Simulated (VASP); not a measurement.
A run of VASP 6.6.1:

File INCAR:

```
SYSTEM = MoP
ALGO = Normal ; EDIFF = 1E-6
ENCUT = 520 ; GGA = PE
ISIF = 2 ; ISMEAR = 0
LASPH = .True. ; LCHARG = .False.
LREAL = .False. ; LWAVE = .False.
NBANDS = 16 ; NELM = 60
PREC = Accurate ; SIGMA = 0.015
```

Contents of KPOINTS:

```
k-points
0
Gamma
  10 10 8
  0 0 0
```

POSCAR

```
MoP
1.0
    3.2230000000      0.0000000000      0.0000000000
   -1.6115000000      2.7911998764      0.0000000000
    0.0000000000      0.0000000000      3.1910000000
Mo P
1 1
Direct
    0.0000000000      0.0000000000      0.0000000000
    0.3333333333      0.6666666667      0.5000000000
```

Potentials or basis: VASP PAW PBE potentials, release 64 (Mo_sv, P).

Command:

```sh
$ cat potpaw_PBE.64/Mo_sv/POTCAR potpaw_PBE.64/P/POTCAR > POTCAR
$ mpirun -np 1 vasp_std > vasp.out
```

Hardware: 1 thread of Intel(R) Xeon(R) Platinum 8259CL CPU @ 2.50GHz (Skylake/Cascade Lake), with other jobs on the host.

Question: Estimate the wall time of this run.

Answer: Wall time 15 s on 1 thread of Intel(R) Xeon(R) Platinum 8259CL CPU @ 2.50GHz (Skylake/Cascade Lake), on a shared host, peak memory 0.16 GiB. Counts: scf iterations 12, k points 70.
